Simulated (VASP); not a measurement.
# Co: formation energy of interstitial C

How easily does interstitial C form in Co? The host is relaxed first, then a supercell is run with and without the defect.

Program: VASP 6.6.1. Level of theory: PBEsol, spin-polarised from a ferromagnetic start; plane waves and PAW (Co), in the first sound run; inputs show where later runs differ. Results are calculated unless marked as measured.

**1. The host crystal**

Symmetry: P6_3/mmc, No. 194, hexagonal system. Conventional cell: a = 2.510 Å, b = 2.510 Å, c = 4.071 Å, α = 90.00°, β = 90.00°, γ = 120.00°. Nearest to Co lie 12 Co at 2.50 to 2.51 Å.

Coordinates:

```
Co
1.0
     2.51000    0.00000    0.00000
    -1.25500    2.17372    0.00000
     0.00000    0.00000    4.07122
Co
2
Direct
  0.00000 0.00000 0.00000
  0.33333 0.66667 0.50000
```

**2. Relaxing the host crystal**

Cell and atoms are relaxed first, so that later runs start from this functional's own cell.

Contents of INCAR:

```
SYSTEM = Co
PREC = Accurate
ENCUT = 400
EDIFF = 1E-06
NELM = 120
ISMEAR = 1
SIGMA = 0.15
LREAL = .FALSE.
ALGO = Normal
GGA = PS
NBANDS = 19
ISPIN = 2
MAGMOM = 2 2
LASPH = .TRUE.
LMAXMIX = 4
LORBIT = 11
LWAVE = .FALSE.
LCHARG = .FALSE.
KPAR = 8
IBRION = 2
NSW = 40
ISIF = 3
EDIFFG = -0.02
POTIM = 0.4
```

Contents of POSCAR:

```
Co
1.0
    2.5100000000      0.0000000000      0.0000000000
   -1.2550000000      2.1737237635      0.0000000000
    0.0000000000      0.0000000000      4.0712200000
Co
2
Direct
    0.0000000000      0.0000000000      0.0000000000
    0.3333333333      0.6666666667      0.5000000000
```

Contents of KPOINTS:

```
Automatic mesh
0
Gamma
15 15 8
0 0 0
```

The projector-augmented-wave data sets are Co (PBE family, release 64).

Started as:

```sh
$ mpirun -np 8 vasp_std
```

The log of the run:

```text
[banner, memory and clock lines left out]
running    8 mpi-ranks, on    1 nodes
 distrk:  each k-point on    1 cores,    8 groups
 distr:  one band on    1 cores,    1 groups

 POSCAR found type information on POSCAR Co
 POSCAR found :  1 types and       2 ions
|                                                                             |
|           W    W    AA    RRRRR   N    N  II  N    N   GGGG   !!!           |
|           W    W   A  A   R    R  NN   N  II  NN   N  G    G  !!!           |
|           W    W  A    A  R    R  N N  N  II  N N  N  G       !!!           |
|           W WW W  AAAAAA  RRRRR   N  N N  II  N  N N  G  GGG   !            |
|           WW  WW  A    A  R   R   N   NN  II  N   NN  G    G                |
|           W    W  A    A  R    R  N    N  II  N    N   GGGG   !!!           |
|                                                                             |
|     For optimal performance we recommend to set                             |
|       NCORE = 2 up to number-of-cores-per-socket                            |
|     NCORE specifies how many cores store one orbital (NPAR=cpu/NCORE).      |
|     This setting can greatly improve the performance of VASP for DFT.       |
|     The default, NCORE=1 might be grossly inefficient on modern             |
|     multi-core architectures or massively parallel machines. Do your        |
|     Unfortunately you need to use the default for GW and RPA                |
|     calculations (for HF NCORE is supported but not extensively tested      |
|     yet).                                                                   |
|                                                                             |

|                                                                             |
|               ----> ADVICE to this user running VASP <----                  |
|                                                                             |
|     You enforced a specific xc type in the INCAR file but a different       |
|     [... a line on the potential file left out ...]
|     I HOPE YOU KNOW WHAT YOU ARE DOING!                                     |
|                                                                             |

 LDA part: xc-table for (Slater+PW92), standard interpolation
 POSCAR, INCAR and KPOINTS ok, starting setup
 FFT: planning ... GRIDC
 FFT: planning ... GRID_SOFT
 FFT: planning ... GRID
 WAVECAR not read
 entering main loop
       N       E                     dE             d eps       ncg     rms          rms(c)
DAV:   1     0.726443872041E+02    0.72644E+02   -0.66155E+03 10876   0.103E+03
DAV:   2    -0.144938564563E+02   -0.87138E+02   -0.78683E+02 10452   0.201E+02
DAV:   3    -0.178593228683E+02   -0.33655E+01   -0.32554E+01 11416   0.500E+01
DAV:   4    -0.179175680221E+02   -0.58245E-01   -0.58200E-01 13385   0.553E+00
DAV:   5    -0.179188182880E+02   -0.12503E-02   -0.12502E-02 11779   0.683E-01    0.155E+01
DAV:   6    -0.159515735994E+02    0.19672E+01   -0.10051E+01 11247   0.645E+01    0.749E+00
DAV:   7    -0.154408133947E+02    0.51076E+00   -0.15917E+00 11587   0.237E+01    0.384E+00
DAV:   8    -0.154196909162E+02    0.21122E-01   -0.16839E-02 13954   0.119E+00    0.161E+00
DAV:   9    -0.154035491375E+02    0.16142E-01   -0.31014E-03 15957   0.101E+00    0.468E-01
DAV:  10    -0.154026383989E+02    0.91074E-03   -0.51766E-04 13423   0.275E-01    0.152E-01
DAV:  11    -0.154024175252E+02    0.22087E-03   -0.74592E-05 15111   0.124E-01    0.313E-02
DAV:  12    -0.154024116520E+02    0.58733E-05   -0.49046E-06 10985   0.208E-02    0.180E-02
DAV:  13    -0.154024096017E+02    0.20503E-05   -0.17393E-06  7617   0.160E-02    0.549E-03
DAV:  14    -0.154024094093E+02    0.19236E-06   -0.47807E-07  6551   0.624E-03
   1 F= -.15402409E+02 E0= -.15402818E+02  d E =-.154024E+02  mag=     3.2812
 curvature:   0.00 expect dE= 0.000E+00 dE for cont linesearch  0.000E+00
 trial: gam= 0.00000 g(F)=  0.191E-46 g(S)=  0.252E+00 ort = 0.000E+00 (trialstep = 0.100E+01)
 search vector abs. value=  0.252E+00
 bond charge predicted
       N       E                     dE             d eps       ncg     rms          rms(c)
DAV:   1    -0.186333574300E+02   -0.32309E+01   -0.25401E+01 11211   0.842E+01    0.155E+01
DAV:   2    -0.158987796728E+02    0.27346E+01   -0.68854E+00 11244   0.599E+01    0.858E+00
DAV:   3    -0.155257085972E+02    0.37307E+00   -0.85279E-01 11191   0.178E+01    0.401E+00
DAV:   4    -0.154786929319E+02    0.47016E-01   -0.17500E-02 12018   0.113E+00    0.137E+00
DAV:   5    -0.154390120300E+02    0.39681E-01   -0.65225E-03 16487   0.103E+00    0.322E-01
DAV:   6    -0.154386329673E+02    0.37906E-03   -0.20659E-03 11598   0.556E-01    0.132E-01
DAV:   7    -0.154386793740E+02   -0.46407E-04   -0.44616E-05 11482   0.569E-02    0.627E-02
DAV:   8    -0.154386794519E+02   -0.77923E-07   -0.62797E-06 12177   0.318E-02
   2 F= -.15438679E+02 E0= -.15439255E+02  d E =-.362700E-01  mag=     3.0729
[...]
3 F= -.15480442E+02 E0= -.15480969E+02  d E =-.780328E-01  mag=     3.1709
[...]
4 F= -.15480441E+02 E0= -.15480971E+02  d E =-.780315E-01  mag=     3.1680
 curvature:  -0.26 expect dE=-0.128E-03 dE for cont linesearch -0.626E-05
 ZBRENT: accuracy reached
 trial: gam= 0.01179 g(F)=  0.449E-48 g(S)=  0.496E-03 ort =-0.248E-02 (trialstep = 0.920E+00)
 search vector abs. value=  0.473E-03
 bond charge predicted
       N       E                     dE             d eps       ncg     rms          rms(c)
DAV:   1    -0.154815402866E+02   -0.10993E-02   -0.27400E-02 11260   0.116E+00    0.188E-01
DAV:   2    -0.154809002746E+02    0.64001E-03   -0.40234E-04 13009   0.293E-01    0.952E-02
DAV:   3    -0.154806920029E+02    0.20827E-03   -0.24377E-04 13061   0.155E-01    0.255E-02
DAV:   4    -0.154806984439E+02   -0.64410E-05   -0.19501E-05 11965   0.519E-02    0.665E-03
DAV:   5    -0.154806965485E+02    0.18954E-05   -0.10399E-06  7079   0.170E-02    0.425E-03
DAV:   6    -0.154806959575E+02    0.59100E-06   -0.47888E-07  5365   0.888E-03
   5 F= -.15480696E+02 E0= -.15481214E+02  d E =-.255045E-03  mag=     3.1644
 trial-energy change:   -0.000255  1 .order   -0.000258   -0.000430   -0.000086
 step:   1.1499(harm=  1.1499)  dis= 0.00000  next Energy=   -15.480709 (dE=-0.268E-03)
 reached required accuracy - stopping structural energy minimisation
```

Wall time 48 s (8 MPI ranks of AMD EPYC 7R43, shared host); peak memory 1.2 GiB.

The logs omit lines about the potential files and the build; timing stands in the text.

Parts of OUTCAR (step 2):

```text
ion  position               nearest neighbor table
   1  0.000  0.000  0.000-   2 2.50   2 2.50   2 2.50   2 2.50   2 2.50   2 2.50
   2  0.333  0.667  0.500-   1 2.50   1 2.50   1 2.50   1 2.50   1 2.50   1 2.50

  LATTYP: Found a hexagonal cell.
 ALAT       =     2.5100000000
 C/A-ratio  =     1.6220000000

 Subroutine GETGRP returns: Found 24 space group operations
 (whereof 12 operations were pure point group operations)

The static configuration has the point symmetry D_3h.
 The point group associated with its full space group is D_6h.

 Found    135 irreducible k-points:

   k-points           NKPTS =    135   k-points in BZ     NKDIM =    135   number of bands    NBANDS=     19

   dimension x,y,z NGX =    16 NGY =   16 NGZ =   28
   dimension x,y,z NGXF=    32 NGYF=   32 NGZF=   56

   ENCUT  =  400.0 eV  29.40 Ry    5.42 a.u.   4.09  4.09  6.64*2*pi/ulx,y,z

   NELECT =      18.0000    total number of electrons

 k-points in reciprocal lattice and weights: Automatic mesh
   0.00000000  0.00000000  0.00000000       0.001
   0.06666667  0.00000000  0.00000000       0.003
   0.13333333 -0.00000000  0.00000000       0.003
   0.20000000 -0.00000000  0.00000000       0.003
   0.26666667 -0.00000000  0.00000000       0.003
   0.33333333 -0.00000000  0.00000000       0.003
   0.40000000 -0.00000000  0.00000000       0.003
   0.46666667 -0.00000000  0.00000000       0.003
   0.06666667  0.06666667  0.00000000       0.003
[...]
0.33333333  0.26666667  0.50000000       0.007
   0.33333333  0.33333333  0.50000000       0.001

 average (electrostatic) potential at core
       1 -77.4794       2 -77.4794

 E-fermi :  10.7867

 spin component 1
 k-point     1 :       0.0000    0.0000    0.0000
  band No.  band energies     occupation
    ...
      8       8.8708      1.00000
      9       8.8708      1.00000
     10      10.0752      1.00000
     11      10.0752      1.00000
     12      10.6551      1.00735
     13      17.6194      0.00000
     14      33.1158      0.00000
     15      36.1553      0.00000
     16      36.1553      0.00000
     17      36.3836      0.00000
    ...

 k-point     2 :       0.0667    0.0000    0.0000
  band No.  band energies     occupation
    ...
      7       8.5690      1.00000
      8       8.7762      1.00000
      9       8.8202      1.00000
     10       9.3695      1.00000
     11      10.0974      1.00000
     12      11.5610     -0.00000
     13      17.6431      0.00000
     14      32.0510      0.00000
     15      34.1157      0.00000
     16      34.4650      0.00000
    ...

 k-point     3 :       0.1333   -0.0000    0.0000
  band No.  band energies     occupation
    ...
      7       8.5513      1.00000
      8       8.6873      1.00000
      9       8.7694      1.00000
     10       8.9189      1.00000
     11      10.1500      1.00000
     12      12.8423     -0.00000
     13      17.7232      0.00000
     14      29.1776      0.00000
     15      32.4256      0.00000
     16      33.1972      0.00000
    ...

 k-point     4 :       0.2000   -0.0000    0.0000
  band No.  band energies     occupation
    ...
      7       8.7332      1.00000
      8       8.8114      1.00000
      9       8.8429      1.00000
     10       9.0748      1.00000
     11      10.2089      1.00000
     12      14.2622      0.00000
     13      17.8804      0.00000
     14      26.0718      0.00000
     15      30.5588      0.00000
     16      32.4492      0.00000
    ...

 k-point     5 :       0.2667   -0.0000    0.0000
  band No.  band energies     occupation
    ...
      7       8.5672      1.00000
      8       9.2360      1.00000
      9       9.2643      1.00000
     10       9.4436      1.00000
     11      10.2585      1.00000
     12      15.7977      0.00000
     13      18.1047      0.00000
     14      23.1680      0.00000
     15      28.9263      0.00000
     16      30.7269      0.00000
    ...

 k-point     6 :       0.3333   -0.0000    0.0000
  band No.  band energies     occupation
    ...
      7       8.4183      1.00000
      8       9.6633      1.00000
      9       9.8227      1.00000
     10       9.8758      1.00000
     11      10.2937      1.00002
     12      17.4270      0.00000
     13      18.0470      0.00000
     14      20.9794      0.00000
     15      27.5906      0.00000
     16      28.2667      0.00000
    ...

  Total        0.0387722      0.0387722      0.0001302      0.0000000      0.0000000     -0.0000000
  in kB        3.0103072      3.0103072      0.0101108      0.0000000      0.0000000     -0.0000000
  external PRESSURE =       2.0102417 kB  Pullay stress =       0.0000000 kB

  energy-cutoff  :      400.00
  volume of cell :       20.64
      direct lattice vectors                 reciprocal lattice vectors
     2.453207915  0.000000000  0.000000000     0.407629534  0.235345021  0.000000000
    -1.226603958  2.124540375 -0.000000000    -0.000000000  0.470690043  0.000000000
    -0.000000000 -0.000000000  3.959326501    -0.000000000  0.000000000  0.252568208

 POSITION                                       TOTAL-FORCE (eV/Angst)
 -----------------------------------------------------------------------------------
     -0.00000      0.00000      0.00000         0.000000      0.000000      0.000000
     -0.00000      1.41636      1.97966        -0.000000     -0.000000     -0.000000
 -----------------------------------------------------------------------------------
    total drift:                                0.000000     -0.000000     -0.000000

  FREE ENERGIE OF THE ION-ELECTRON SYSTEM (eV)
  ---------------------------------------------------
  free  energy   TOTEN  =       -15.4806959575 eV

  energy  without entropy=      -15.4822493752  energy(sigma->0) =      -15.48121376

 reached required accuracy - stopping structural energy minimisation

 total charge
# of ion       s       p       d       tot
------------------------------------------
    1        0.511   0.570   7.292   8.373
    2        0.511   0.570   7.292   8.373
--------------------------------------------------
tot          1.022   1.140  14.583  16.746

 magnetization (x)
# of ion       s       p       d       tot
------------------------------------------
    1       -0.015  -0.050   1.653   1.588
    2       -0.015  -0.050   1.653   1.588
--------------------------------------------------
tot         -0.030  -0.101   3.306   3.175

[... 6 further parts left out ...]
```

CONTCAR:

```
Co
   1.00000000000000
     2.4532079152995250    0.0000000000000000    0.0000000000000000
    -1.2266039576497625    2.1245403754154393   -0.0000000000000000
    -0.0000000000000000   -0.0000000000000000    3.9593265010336403
  Co
     2
Direct
     0.0000000000000000    0.0000000000000000    0.0000000000000000
     0.3333333332999970    0.6666666667000030    0.5000000000000000
```

The magnetic state follows from one typed start and may not be the lowest. The PAW data sets were made with PBE, which is usual practice but a small mismatch for other functionals. The run keeps the 24 symmetry operations of its start, so it cannot find a distortion of lower symmetry.

Step by step:

| step | energy less that of the first step (eV) | largest force (eV/Å) | pressure (GPa) | volume (Å³) |
| --- | --- | --- | --- | --- |
| 1 | 0.0000 | 0.0000 | -15.04 | 22.21 |
| 2 | -0.0363 | 0.0000 | 13.44 | 19.64 |
| 3 | -0.0780 | 0.0000 | -0.11 | 20.67 |
| 4 | -0.0780 | 0.0000 | 0.18 | 20.64 |
| 5 | -0.0783 | 0.0000 | 0.20 | 20.64 |

```
conventional cell, symmetrised  before  after  change
                         a (Å)   2.510  2.453  -2.3 %
                         b (Å)   2.510  2.453  -2.3 %
                         c (Å)   4.071  3.959  -2.7 %
              volume (Å³/atom)   11.11  10.32  -7.1 %
```

Final coordinates:

```cif
data_structure
_symmetry_space_group_name_H-M 'P 1'
_symmetry_Int_Tables_number 1
_cell_length_a 2.4532
_cell_length_b 2.4532
_cell_length_c 3.9593
_cell_angle_alpha 90.000
_cell_angle_beta 90.000
_cell_angle_gamma 120.000
_cell_volume 20.64
loop_
_atom_site_label
_atom_site_type_symbol
_atom_site_fract_x
_atom_site_fract_y
_atom_site_fract_z
_atom_site_occupancy
Co1 Co 0.00000 0.00000 0.00000 1
Co2 Co 0.33333 0.66667 0.50000 1
```

Numbers from this step:

```
electronic cycles                                 : 43
electrons                                         : 18
free energy (TOTEN)                               : -15.48 eV
energy at zero smearing                           : -15.48 eV
Fermi energy                                      : 10.79 eV
moment of the cell, from the last line of the log : 3.164 μB
labelled metallic, from the levels on this mesh   : yes
```

Spin moment in the PAW sphere by atom:

```
atom  spin moment in the PAW sphere (μB)
 Co1                                1.59
 Co2                                1.59
```

The run ended after 5 ionic steps, 0.078 eV below its first step, once forces and stress met EDIFFG = -0.02.

[end of part 1 of 4]

[Lines on the potential files, build, host, timing and source positions are cut from VASP's logs without a mark.]

[Logs are printed without paths, hosts, clocks, repeated set-up lines and the standing remarks that a program may print on its own settings, such as how far it seeks lower states.]

[Hosts, paths, dates, database ids (printed as entryN), source tags and the programs' standing remarks are cut or masked in the printed files.]

[In band tables of VASP the shares of atoms and orbitals are scaled to a sum of 1 inside the atoms' spheres.]

[Runs that stopped without an error message from VASP are left out.]
